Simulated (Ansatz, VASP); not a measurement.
**One calculation of Cr, two programs**

```
Cr
1.0
     2.81651    0.00000    0.00000
     0.00000    2.81651    0.00000
     0.00000    0.00000    2.81651
Cr
2
Cartesian
  0.0000 0.0000 0.0000
  1.4083 1.4083 1.4083
```

Alike in both runs: task single point; functional PBEsol; k mesh 18 × 18 × 18; occupations fermi-dirac, width 0.05 eV; collinear spin.

|  | VASP | Ansatz |
| --- | --- | --- |
| version | VASP 6.6.1 | Ansatz 0.2.0 |
| potentials or method | VASP PAW PBE potentials, release 64 (Cr_pv) | plane waves (420 eV) with PAW, scalar-relativistic |
| plane-wave cutoff (eV) | 520 | 420 |
| valence electrons in the cell | 24 | 28 |

```tsv
	VASP	Ansatz	Ansatz less VASP
net moment per atom (μB)	0.00	0.00	0.000
size of the moment on the site where the two differ most (μB)	0.18	0.00	-0.183
```

Site moments also hang on the region over which each program counts them. The two sets of potentials don't hold the same shells in valence. Ansatz warned: «pseudo_functional_mismatch».
